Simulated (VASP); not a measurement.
A run of VASP 6.6.1 is set up as follows.

INCAR

```
ALGO     = Normal         # electronic algorithm
EDIFF    = 1E-7           # SCF threshold, eV
EDIFFG   = -0.004         # ionic threshold
ENCUT    = 600            # plane-wave cutoff, eV
GGA      = PE             # functional
IBRION   = 2              # ionic algorithm
ISIF     = 3              # what is computed and relaxed
ISMEAR   = 0              # smearing method
LASPH    = True           # aspherical terms in the spheres
LCHARG   = False          # write CHGCAR
LREAL    = False          # projectors in reciprocal space
LWAVE    = False          # write WAVECAR
NELM     = 80             # most SCF steps
NSW      = 80             # ionic steps
PREC     = Accurate       # precision mode
SIGMA    = 0.1            # smearing width, eV
```

File KPOINTS:

```
k-points
0
Gamma
  18 18 18
```

The input POSCAR:

```
Pt
1.0
    0.0000000000      1.9609000000      1.9609000000
    1.9609000000      0.0000000000      1.9609000000
    1.9609000000      1.9609000000      0.0000000000
Pt
1
Direct
    0.0000000000      0.0000000000      0.0000000000
```

Potentials or basis: VASP PAW PBE potentials, release 64 (Pt).

The run is started by

```sh
$ cat potpaw_PBE.64/Pt/POTCAR > POTCAR
$ mpirun -np 1 vasp_std > vasp.out
```

Problem. Predict the relaxed volume.

Solution. 15.62 Å³/atom.

Problem. Predict the space group after relaxing (to 0.05 Å).

Solution. Fm-3m (No. 225).

Problem. Predict the band gap on the k mesh.

Solution. None (metal or under the smearing width).

Problem. Estimate the relaxed cell.

Solution. a = 2.806 Å, b = 2.806 Å, c = 2.806 Å, α = 60.00°, β = 60.00°, γ = 60.00°.

Final structure:
```cif
data_structure
_symmetry_space_group_name_H-M 'P 1'
_symmetry_Int_Tables_number 1
_cell_length_a 2.8058
_cell_length_b 2.8058
_cell_length_c 2.8058
_cell_angle_alpha 60.000
_cell_angle_beta 60.000
_cell_angle_gamma 60.000
_cell_volume 15.62
loop_
_atom_site_label
_atom_site_type_symbol
_atom_site_fract_x
_atom_site_fract_y
_atom_site_fract_z
_atom_site_occupancy
Pt1 Pt 0.00000 0.00000 0.00000 1
```

Spin-orbit coupling is left out, which matters for the levels of Pt. PBE usually gives volumes a little too large and moduli too small.
